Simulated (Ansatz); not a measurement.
# Calcium, diamond under revPBE: structure, energy and stiffness

Aim: take calcium in the diamond structure, solve it on a dense k-mesh, then scale the cell to 7 volumes from 88 to 112 % of the relaxed one and try a fit of the equation of state. Spin polarisation is left out. The k-meshes are 10×10×10 for the dense run; 7×7×7 for the volumes.

This is Ca in the diamond structure; at room conditions it is fcc.

Computed with Ansatz 0.2.0 (DFT revPBE, plane waves (420 eV) with PAW, scalar-relativistic; PAW files made under PBE, frozen cores solved again for the functional, unless a step says otherwise).

1 further run of the same task is left out (for a known fault of the program).

### Step 1. The starting structure

Symmetry: Fd-3m, No. 227, cubic system. Conventional cell: a = 8.737 Å, b = 8.737 Å, c = 8.737 Å, α = 90.00°, β = 90.00°, γ = 90.00°. Ca (site symmetry -43m) is surrounded by 4 Ca at 3.78 Å.

As a file:

```cif
data_structure
_symmetry_space_group_name_H-M 'Fd-3m:1'
_symmetry_Int_Tables_number 227
_cell_length_a 8.7366
_cell_length_b 8.7366
_cell_length_c 8.7366
_cell_angle_alpha 90.000
_cell_angle_beta 90.000
_cell_angle_gamma 90.000
_cell_volume 666.85
loop_
_atom_site_label
_atom_site_type_symbol
_atom_site_symmetry_multiplicity
_atom_site_Wyckoff_symbol
_atom_site_fract_x
_atom_site_fract_y
_atom_site_fract_z
_atom_site_occupancy
Ca1 Ca 8 b 0.75000 0.75000 0.75000 1
```

### Step 2. The energy on a finer k-mesh

input.yaml

```yaml
crystal:
  lattice:
    - [0.0, 4.3683114087, 4.3683114087]
    - [4.3683114087, 0.0, 4.3683114087]
    - [4.3683114087, 4.3683114087, 0.0]
  atoms:
    - { symbol: Ca, position: [0.125, 0.125, 0.125] }
    - { symbol: Ca, position: [0.875, 0.875, 0.875] }
hamiltonian:
  xc: revpbe
  pseudopotentials:
    kind: paw
    azcp:
      Ca: "pseudopotentials/Ca.paw.azcp"
basis:
  ecutwfc: 420
  fft_grid_basis: typed
kpoints:
  mp_grid: { grid: [10, 10, 10], shift: [0, 0, 0] }
magnetization:
  spin_polarized: false
scf:
  occupations: { method: fermi_dirac, width: 0.1 }
```

Output, cut to the lines that bear on the results:

```text
Warning: RAYON_NUM_THREADS=2 ignored (pool sized by the plan → 2); use --threads N
[...]
Pseudopotentials: kind: paw
Pseudopotential: Ca, paw, valence charge 10, recommended cutoff 420 eV (normal), <dir>
Functional definition: revPBE
[...]
Crystal: 2 atoms, lattice volume = 166.713 Å³
Basis set: ecut = 420 eV, 3287 PW (Γ)
Bands: 14, of which v1, the nominal top of the filled ones, is band 10 counted from 1 (9 counted from 0)
Symmetry: 48 space group operations
Space group: Fd-3m (ITA 227), of the structure as read, at distance tolerance 5.5e-5 Å
k-points: 47 of 1000
[...]
SCF iter   1: F=—  HF=-3637.983911 eV  |F-HF|=—  |Δ(HF+E_count)|=         —  Δρ=2.17e-3  dr2=3.17e-2  ethr=1.77e-3  ⟨swp⟩=8.0  Hψ=9902  notcnv=0
[...]
SCF iter   6: F=-3637.986559 eV  HF=-3637.986559 eV  |F-HF|=5.78e-8  |Δ(HF+E_count)|=   2.89e-6  Δρ=3.00e-6  dr2=1.85e-8  ethr=5.00e-10  ⟨swp⟩=1.0  Hψ=2066  notcnv=0
[...]
SCF converged after 6 iterations
Free energy (F): -3637.986559 eV
[...]
E sigma→0 (E₀):  -3637.933135 eV
Entropy (-TS):   -0.106849 eV (-53.424 meV/atom)
Fermi energy:    1.409445 eV
[...]
```

Run time: 3.1 s. Hardware: 2 threads of Intel Xeon Platinum 8259CL at 2.50GHz (Skylake/Cascade Lake), shared host; peak memory 0.5 GiB.

### Step 3. Volume × 0.88

input.yaml

```yaml
crystal:
  lattice:
    - [0.0, 4.1860828051, 4.1860828051]
    - [4.1860828051, 0.0, 4.1860828051]
    - [4.1860828051, 4.1860828051, 0.0]
  atoms:
    - { symbol: Ca, position: [0.125, 0.125, 0.125] }
    - { symbol: Ca, position: [0.875, 0.875, 0.875] }
hamiltonian:
  xc: revpbe
  pseudopotentials:
    kind: paw
    azcp:
      Ca: "pseudopotentials/Ca.paw.azcp"
basis:
  ecutwfc: 420
  fft_grid_basis: typed
kpoints:
  mp_grid: { grid: [7, 7, 7], shift: [0, 0, 0] }
magnetization:
  spin_polarized: false
scf:
  occupations: { method: fermi_dirac, width: 0.1 }
  lower_state_search: "off"
output:
  stress: true
  write_density: true
  write_potential: true
  elf: true
  volumetric_format: npy
```

Output, cut to the lines that bear on the results:

```text
Warning: RAYON_NUM_THREADS=2 ignored (pool sized by the plan → 2); use --threads N
[...]
Pseudopotentials: kind: paw
Pseudopotential: Ca, paw, valence charge 10, recommended cutoff 420 eV (normal), <dir>
Functional definition: revPBE
[...]
Crystal: 2 atoms, lattice volume = 146.708 Å³
Basis set: ecut = 420 eV, 2837 PW (Γ)
Bands: 14, of which v1, the nominal top of the filled ones, is band 10 counted from 1 (9 counted from 0)
Symmetry: 48 space group operations
Space group: Fd-3m (ITA 227), of the structure as read, at distance tolerance 5.3e-5 Å
k-points: 20 of 343
[...]
SCF iter   1: F=—  HF=-3637.949684 eV  |F-HF|=—  |Δ(HF+E_count)|=         —  Δρ=2.93e-3  dr2=5.16e-2  ethr=1.77e-3  ⟨swp⟩=6.9  Hψ=1716  notcnv=0
[...]
SCF iter   6: F=-3637.947364 eV  HF=-3637.947364 eV  |F-HF|=3.32e-7  |Δ(HF+E_count)|=   3.62e-6  Δρ=7.18e-6  dr2=9.50e-8  ethr=5.00e-10  ⟨swp⟩=9.4  Hψ=2023  notcnv=0
[...]
SCF converged after 6 iterations
Free energy (F): -3637.947364 eV
[...]
E sigma→0 (E₀):  -3637.890969 eV
Entropy (-TS):   -0.112791 eV (-56.396 meV/atom)
Fermi energy:    1.894159 eV
[...]
--- Stress (GPa, compression-positive) ---
        0.631055       0.000000       0.000000
       -0.000000       0.631055       0.000000
       -0.000000       0.000000       0.631055
  P = ⅓ Tr σ = 0.6311 GPa (6.311 kbar)
--- Band table (eV; the first three rows and the last of 20) ---
  k-point 0: bands = ["-41.2931", "-41.2702", "-22.2417", "-22.2417", "-22.2417", "-22.1648", "-22.1648", "-22.1648", "-1.1763", "2.5637", "2.5637", "2.5637", "2.7774", "2.7774"]
[...]
```

It took 1.6 s on 2 threads of Intel Xeon Platinum 8259CL at 2.50GHz (Skylake/Cascade Lake), shared host; peak memory 0.42 GiB.

The maps below are laid out on this run's own conventional cell (a, b, c = 8.372, 8.372, 8.372 Å).

Density in a lattice plane of the grid's cell (edges 8.37 and 8.37 Å, at 0.125 of the third edge), which holds Ca.

Values in e/Å³, 12 rows by 12 columns:
```
0.04 0.04 0.04 0.04 0.03 0.03 0.02 0.02 0.02 0.02 0.03 0.03
0.02 0.02 0.02 0.02 0.03 0.03 0.04 0.04 0.04 0.04 0.03 0.03
0.02 0.01 0.01 0.02 0.02 0.04 0.06 0.22 0.22 0.06 0.04 0.02
0.01 0.01 0.01 0.01 0.02 0.04 0.19 3.77 3.82 0.22 0.04 0.02
0.01 0.01 0.01 0.01 0.02 0.04 0.19 3.71 3.77 0.22 0.04 0.02
0.02 0.01 0.01 0.02 0.02 0.04 0.06 0.19 0.19 0.06 0.04 0.02
0.02 0.02 0.02 0.02 0.03 0.03 0.04 0.04 0.04 0.04 0.03 0.03
0.04 0.04 0.04 0.04 0.03 0.03 0.02 0.02 0.02 0.02 0.03 0.03
0.06 0.22 0.22 0.06 0.04 0.02 0.02 0.01 0.01 0.02 0.02 0.04
0.19 3.77 3.82 0.22 0.04 0.02 0.01 0.01 0.01 0.01 0.02 0.04
0.19 3.71 3.77 0.22 0.04 0.02 0.01 0.01 0.01 0.01 0.02 0.04
0.06 0.19 0.19 0.06 0.04 0.02 0.02 0.01 0.01 0.02 0.02 0.04
```
Columns run along the first of these edges and rows up along the second, over one cell in 12 and 12 even steps from the bottom left corner. Atoms in the plane (fractional): Ca at (0.12, 0.12), Ca at (0.62, 0.62).

ELF in the same plane.

Values, 12 rows by 12 columns:
```
0.55 0.28 0.28 0.54 0.52 0.39 0.40 0.37 0.37 0.40 0.39 0.52
0.40 0.37 0.37 0.40 0.39 0.52 0.56 0.29 0.28 0.56 0.52 0.39
0.23 0.17 0.17 0.23 0.40 0.54 0.10 0.23 0.23 0.11 0.56 0.40
0.17 0.10 0.10 0.17 0.37 0.28 0.19 0.86 0.86 0.23 0.28 0.37
0.17 0.10 0.10 0.17 0.37 0.28 0.19 0.86 0.86 0.23 0.29 0.37
0.23 0.17 0.17 0.23 0.40 0.55 0.09 0.19 0.19 0.10 0.56 0.40
0.40 0.37 0.37 0.40 0.39 0.52 0.55 0.28 0.28 0.54 0.52 0.39
0.56 0.29 0.28 0.56 0.52 0.39 0.40 0.37 0.37 0.40 0.39 0.52
0.10 0.23 0.23 0.11 0.56 0.40 0.23 0.17 0.17 0.23 0.40 0.54
0.19 0.86 0.86 0.23 0.28 0.37 0.17 0.10 0.10 0.17 0.37 0.28
0.19 0.86 0.86 0.23 0.29 0.37 0.17 0.10 0.10 0.17 0.37 0.28
0.09 0.19 0.19 0.10 0.56 0.40 0.23 0.17 0.17 0.23 0.40 0.55
```
Columns run along the first of these edges and rows up along the second, over one cell in 12 and 12 even steps from the bottom left corner. Atoms in the plane (fractional): Ca at (0.12, 0.12), Ca at (0.62, 0.62).

Both are smooth fields of the valence electrons: close to the nuclei they are not physical.

Outside the cores ELF peaks at 0.66 between the atoms, 2.0 Å from Ca.

### Step 4. Volume × 0.92

input.yaml: that of step 3 with these lines changed.

```diff
@@ -2,5 +2,5 @@
   lattice:
-    - [0.0, 4.1860828051, 4.1860828051]
-    - [4.1860828051, 0.0, 4.1860828051]
-    - [4.1860828051, 4.1860828051, 0.0]
+    - [0.0, 4.2485708655, 4.2485708655]
+    - [4.2485708655, 0.0, 4.2485708655]
+    - [4.2485708655, 4.2485708655, 0.0]
   atoms:
```

Output, cut to the lines that bear on the results:

```text
Warning: RAYON_NUM_THREADS=2 ignored (pool sized by the plan → 2); use --threads N
[...]
Pseudopotentials: kind: paw
Pseudopotential: Ca, paw, valence charge 10, recommended cutoff 420 eV (normal), <dir>
Functional definition: revPBE
[...]
Crystal: 2 atoms, lattice volume = 153.376 Å³
Basis set: ecut = 420 eV, 2975 PW (Γ)
Bands: 14, of which v1, the nominal top of the filled ones, is band 10 counted from 1 (9 counted from 0)
Symmetry: 48 space group operations
Space group: Fd-3m (ITA 227), of the structure as read, at distance tolerance 5.4e-5 Å
k-points: 20 of 343
[...]
SCF iter   1: F=—  HF=-3637.969367 eV  |F-HF|=—  |Δ(HF+E_count)|=         —  Δρ=2.68e-3  dr2=4.49e-2  ethr=1.77e-3  ⟨swp⟩=7.0  Hψ=1718  notcnv=0
[...]
SCF iter   6: F=-3637.968829 eV  HF=-3637.968828 eV  |F-HF|=3.02e-7  |Δ(HF+E_count)|=   7.16e-6  Δρ=7.21e-6  dr2=7.74e-8  ethr=5.00e-10  ⟨swp⟩=7.3  Hψ=2576  notcnv=0
[...]
SCF converged after 6 iterations
Free energy (F): -3637.968829 eV
[...]
E sigma→0 (E₀):  -3637.913473 eV
Entropy (-TS):   -0.110712 eV (-55.356 meV/atom)
Fermi energy:    1.719023 eV
[...]
--- Stress (GPa, compression-positive) ---
        0.404662      -0.000000       0.000000
       -0.000000       0.404662      -0.000000
       -0.000000       0.000000       0.404662
  P = ⅓ Tr σ = 0.4047 GPa (4.047 kbar)
--- Band table (eV; the first three rows and the last of 20) ---
  k-point 0: bands = ["-41.5214", "-41.5024", "-22.4628", "-22.4628", "-22.4628", "-22.3964", "-22.3964", "-22.3964", "-1.2963", "2.3704", "2.3704", "2.3704", "2.6034", "2.6034", "3.1675", "3.1675", "3.1675", "4.5348"]
[...]
```

Run time: 2.1 s. Hardware: 2 threads of Intel Xeon Platinum 8259CL at 2.50GHz (Skylake/Cascade Lake), shared host; peak memory 0.44 GiB.

### Step 5. Volume × 0.96

input.yaml: that of step 4 with these lines changed.

```diff
@@ -2,5 +2,5 @@
   lattice:
-    - [0.0, 4.2485708655, 4.2485708655]
-    - [4.2485708655, 0.0, 4.2485708655]
-    - [4.2485708655, 4.2485708655, 0.0]
+    - [0.0, 4.3092729362, 4.3092729362]
+    - [4.3092729362, 0.0, 4.3092729362]
+    - [4.3092729362, 4.3092729362, 0.0]
   atoms:
@@ -26,5 +26 @@
   stress: true
-  write_density: true
-  write_potential: true
-  elf: true
-  volumetric_format: npy
```

Output, cut to the lines that bear on the results:

```text
Warning: RAYON_NUM_THREADS=2 ignored (pool sized by the plan → 2); use --threads N
[...]
Pseudopotentials: kind: paw
Pseudopotential: Ca, paw, valence charge 10, recommended cutoff 420 eV (normal), <dir>
Functional definition: revPBE
[...]
Crystal: 2 atoms, lattice volume = 160.045 Å³
Basis set: ecut = 420 eV, 3119 PW (Γ)
Bands: 14, of which v1, the nominal top of the filled ones, is band 10 counted from 1 (9 counted from 0)
Symmetry: 48 space group operations
Space group: Fd-3m (ITA 227), of the structure as read, at distance tolerance 5.4e-5 Å
k-points: 20 of 343
[...]
SCF iter   1: F=—  HF=-3637.980248 eV  |F-HF|=—  |Δ(HF+E_count)|=         —  Δρ=2.42e-3  dr2=3.81e-2  ethr=1.77e-3  ⟨swp⟩=8.3  Hψ=4224  notcnv=0
[...]
SCF iter   6: F=-3637.981483 eV  HF=-3637.981483 eV  |F-HF|=4.24e-8  |Δ(HF+E_count)|=   2.26e-6  Δρ=2.50e-6  dr2=1.31e-8  ethr=5.00e-10  ⟨swp⟩=3.3  Hψ=1297  notcnv=0
[...]
SCF converged after 6 iterations
Free energy (F): -3637.981483 eV
[...]
E sigma→0 (E₀):  -3637.927159 eV
Entropy (-TS):   -0.108650 eV (-54.325 meV/atom)
Fermi energy:    1.558619 eV
[...]
--- Stress (GPa, compression-positive) ---
        0.208021       0.000000      -0.000000
       -0.000000       0.208021       0.000000
       -0.000000      -0.000000       0.208021
  P = ⅓ Tr σ = 0.2080 GPa (2.080 kbar)
```

Run time: 1.9 s. Hardware: 2 threads of Intel Xeon Platinum 8259CL at 2.50GHz (Skylake/Cascade Lake), shared host; peak memory 0.43 GiB.

### Step 6. Volume × 1.0

input.yaml: that of step 5 with these lines changed.

```diff
@@ -2,5 +2,5 @@
   lattice:
-    - [0.0, 4.3092729362, 4.3092729362]
-    - [4.3092729362, 0.0, 4.3092729362]
-    - [4.3092729362, 4.3092729362, 0.0]
+    - [0.0, 4.3683114087, 4.3683114087]
+    - [4.3683114087, 0.0, 4.3683114087]
+    - [4.3683114087, 4.3683114087, 0.0]
   atoms:
```

Output, cut to the lines that bear on the results:

```text
Warning: RAYON_NUM_THREADS=2 ignored (pool sized by the plan → 2); use --threads N
[...]
Pseudopotentials: kind: paw
Pseudopotential: Ca, paw, valence charge 10, recommended cutoff 420 eV (normal), <dir>
Functional definition: revPBE
[...]
Crystal: 2 atoms, lattice volume = 166.713 Å³
Basis set: ecut = 420 eV, 3287 PW (Γ)
Bands: 14, of which v1, the nominal top of the filled ones, is band 10 counted from 1 (9 counted from 0)
Symmetry: 48 space group operations
Space group: Fd-3m (ITA 227), of the structure as read, at distance tolerance 5.5e-5 Å
k-points: 20 of 343
[...]
SCF iter   1: F=—  HF=-3637.983681 eV  |F-HF|=—  |Δ(HF+E_count)|=         —  Δρ=2.17e-3  dr2=3.17e-2  ethr=1.77e-3  ⟨swp⟩=8.2  Hψ=4233  notcnv=0
[...]
SCF iter   6: F=-3637.986525 eV  HF=-3637.986525 eV  |F-HF|=5.44e-8  |Δ(HF+E_count)|=   2.70e-6  Δρ=3.14e-6  dr2=2.21e-8  ethr=5.00e-10  ⟨swp⟩=3.2  Hψ=1287  notcnv=0
[...]
SCF converged after 6 iterations
Free energy (F): -3637.986525 eV
[...]
E sigma→0 (E₀):  -3637.933137 eV
Entropy (-TS):   -0.106777 eV (-53.389 meV/atom)
Fermi energy:    1.411286 eV
[...]
--- Stress (GPa, compression-positive) ---
        0.038527      -0.000000      -0.000000
        0.000000       0.038527      -0.000000
        0.000000       0.000000       0.038527
  P = ⅓ Tr σ = 0.0385 GPa (0.385 kbar)
```

Run time: 1.9 s. Hardware: 2 threads of Intel Xeon Platinum 8259CL at 2.50GHz (Skylake/Cascade Lake), shared host; peak memory 0.44 GiB.

### Step 7. Volume × 1.04

input.yaml: that of step 6 with these lines changed.

```diff
@@ -2,5 +2,5 @@
   lattice:
-    - [0.0, 4.3683114087, 4.3683114087]
-    - [4.3683114087, 0.0, 4.3683114087]
-    - [4.3683114087, 4.3683114087, 0.0]
+    - [0.0, 4.4257957825, 4.4257957825]
+    - [4.4257957825, 0.0, 4.4257957825]
+    - [4.4257957825, 4.4257957825, 0.0]
   atoms:
```

Output, cut to the lines that bear on the results:

```text
Warning: RAYON_NUM_THREADS=2 ignored (pool sized by the plan → 2); use --threads N
[...]
Pseudopotentials: kind: paw
Pseudopotential: Ca, paw, valence charge 10, recommended cutoff 420 eV (normal), <dir>
Functional definition: revPBE
[...]
Crystal: 2 atoms, lattice volume = 173.382 Å³
Basis set: ecut = 420 eV, 3383 PW (Γ)
Bands: 14, of which v1, the nominal top of the filled ones, is band 10 counted from 1 (9 counted from 0)
Symmetry: 48 space group operations
Space group: Fd-3m (ITA 227), of the structure as read, at distance tolerance 5.6e-5 Å
k-points: 20 of 343
[...]
SCF iter   1: F=—  HF=-3637.981198 eV  |F-HF|=—  |Δ(HF+E_count)|=         —  Δρ=1.93e-3  dr2=2.56e-2  ethr=1.77e-3  ⟨swp⟩=8.1  Hψ=4273  notcnv=0
[...]
SCF iter   6: F=-3637.985030 eV  HF=-3637.985030 eV  |F-HF|=5.76e-8  |Δ(HF+E_count)|=   2.60e-6  Δρ=3.85e-6  dr2=4.45e-8  ethr=5.00e-10  ⟨swp⟩=3.2  Hψ=1292  notcnv=0
[...]
SCF converged after 6 iterations
Free energy (F): -3637.985030 eV
[...]
E sigma→0 (E₀):  -3637.932478 eV
Entropy (-TS):   -0.105105 eV (-52.552 meV/atom)
Fermi energy:    1.275673 eV
[...]
--- Stress (GPa, compression-positive) ---
       -0.106456       0.000000      -0.000000
       -0.000000      -0.106456       0.000000
       -0.000000      -0.000000      -0.106456
  P = ⅓ Tr σ = -0.1065 GPa (-1.065 kbar)
```

It took 1.9 s on 2 threads of Intel Xeon Platinum 8259CL at 2.50GHz (Skylake/Cascade Lake), shared host; peak memory 0.45 GiB.

### Step 8. Volume × 1.08

input.yaml: that of step 7 with these lines changed.

```diff
@@ -2,5 +2,5 @@
   lattice:
-    - [0.0, 4.4257957825, 4.4257957825]
-    - [4.4257957825, 0.0, 4.4257957825]
-    - [4.4257957825, 4.4257957825, 0.0]
+    - [0.0, 4.4818244619, 4.4818244619]
+    - [4.4818244619, 0.0, 4.4818244619]
+    - [4.4818244619, 4.4818244619, 0.0]
   atoms:
```

Output, cut to the lines that bear on the results:

```text
Warning: RAYON_NUM_THREADS=2 ignored (pool sized by the plan → 2); use --threads N
[...]
Pseudopotentials: kind: paw
Pseudopotential: Ca, paw, valence charge 10, recommended cutoff 420 eV (normal), <dir>
Functional definition: revPBE
[...]
Crystal: 2 atoms, lattice volume = 180.051 Å³
Basis set: ecut = 420 eV, 3527 PW (Γ)
Bands: 14, of which v1, the nominal top of the filled ones, is band 10 counted from 1 (9 counted from 0)
Symmetry: 48 space group operations
Space group: Fd-3m (ITA 227), of the structure as read, at distance tolerance 5.6e-5 Å
k-points: 20 of 343
[...]
SCF iter   1: F=—  HF=-3637.973301 eV  |F-HF|=—  |Δ(HF+E_count)|=         —  Δρ=1.71e-3  dr2=2.05e-2  ethr=1.77e-3  ⟨swp⟩=8.2  Hψ=4324  notcnv=0
[...]
SCF iter   6: F=-3637.977965 eV  HF=-3637.977965 eV  |F-HF|=6.05e-8  |Δ(HF+E_count)|=   2.12e-6  Δρ=4.60e-6  dr2=6.93e-8  ethr=5.00e-10  ⟨swp⟩=2.4  Hψ=1353  notcnv=0
[...]
SCF converged after 6 iterations
Free energy (F): -3637.977965 eV
[...]
E sigma→0 (E₀):  -3637.926158 eV
Entropy (-TS):   -0.103614 eV (-51.807 meV/atom)
Fermi energy:    1.150552 eV
[...]
--- Stress (GPa, compression-positive) ---
       -0.229577       0.000000      -0.000000
       -0.000000      -0.229577      -0.000000
        0.000000      -0.000000      -0.229577
  P = ⅓ Tr σ = -0.2296 GPa (-2.296 kbar)
```

Wall time 1.9 s (2 threads of Intel Xeon Platinum 8259CL at 2.50GHz (Skylake/Cascade Lake), shared host); peak memory 0.46 GiB.

### Step 9. Volume × 1.12

input.yaml: that of step 8 with these lines changed.

```diff
@@ -2,5 +2,5 @@
   lattice:
-    - [0.0, 4.4818244619, 4.4818244619]
-    - [4.4818244619, 0.0, 4.4818244619]
-    - [4.4818244619, 4.4818244619, 0.0]
+    - [0.0, 4.5364862449, 4.5364862449]
+    - [4.5364862449, 0.0, 4.5364862449]
+    - [4.5364862449, 4.5364862449, 0.0]
   atoms:
```

Output, cut to the lines that bear on the results:

```text
Warning: RAYON_NUM_THREADS=2 ignored (pool sized by the plan → 2); use --threads N
[...]
Pseudopotentials: kind: paw
Pseudopotential: Ca, paw, valence charge 10, recommended cutoff 420 eV (normal), <dir>
Functional definition: revPBE
[...]
Crystal: 2 atoms, lattice volume = 186.719 Å³
Basis set: ecut = 420 eV, 3695 PW (Γ)
Bands: 14, of which v1, the nominal top of the filled ones, is band 10 counted from 1 (9 counted from 0)
Symmetry: 48 space group operations
Space group: Fd-3m (ITA 227), of the structure as read, at distance tolerance 5.7e-5 Å
k-points: 20 of 343
[...]
SCF iter   1: F=—  HF=-3637.960790 eV  |F-HF|=—  |Δ(HF+E_count)|=         —  Δρ=1.54e-3  dr2=1.65e-2  ethr=1.77e-3  ⟨swp⟩=8.2  Hψ=4330  notcnv=0
[...]
SCF iter   6: F=-3637.966189 eV  HF=-3637.966189 eV  |F-HF|=8.43e-9  |Δ(HF+E_count)|=   1.68e-6  Δρ=3.57e-6  dr2=3.46e-8  ethr=5.00e-10  ⟨swp⟩=5.0  Hψ=1071  notcnv=0
[...]
SCF converged after 6 iterations
Free energy (F): -3637.966189 eV
[...]
E sigma→0 (E₀):  -3637.915057 eV
Entropy (-TS):   -0.102263 eV (-51.132 meV/atom)
Fermi energy:    1.034849 eV
[...]
--- Stress (GPa, compression-positive) ---
       -0.333418      -0.000000       0.000000
        0.000000      -0.333418       0.000000
        0.000000      -0.000000      -0.333418
  P = ⅓ Tr σ = -0.3334 GPa (-3.334 kbar)
```

It took 1.8 s on 2 threads of Intel Xeon Platinum 8259CL at 2.50GHz (Skylake/Cascade Lake), shared host; peak memory 0.46 GiB.

### Step 10. Energy and pressure against volume

All volumes keep the relaxed shape and fractional coordinates.

```tsv
V (Å³/atom)	E − E₀ (meV/atom)	P from the stress (GPa)	P from the fit (GPa)
73.354	21.3	0.63	0.66
76.688	10.1	0.40	0.43
80.022	3.2	0.21	0.23
83.357	0.2	0.04	0.06
86.691	0.6	-0.11	-0.09
90.025	3.7	-0.23	-0.21
93.360	9.3	-0.33	-0.32
```

Fit (Birch-Murnaghan, third order): V₀ = 84.663 Å³/atom, B₀ = 3.8 GPa, B₀′ = 2.9, largest residual 0.02 meV/atom.

### Step 11. Results

```
                      quantity                         value
space group (spins left aside)               Fd-3m (No. 227)
             conventional cell                   a = 8.737 Å
                        volume                83.357 Å³/atom
             shortest distance                       3.783 Å
               gap on the mesh  none (levels filled in part)
               relative to fcc                +1015 meV/atom
                   V₀, B₀, B₀′  84.663 Å³/atom, 3.8 GPa, 2.9
```

In words: Against the reference form of calcium (fcc, computed apart with the same settings) it stands 1015 meV/atom higher. Levels at the Fermi energy are filled in part, as in a metal. B₀ comes out at 3.8 GPa, a soft solid.
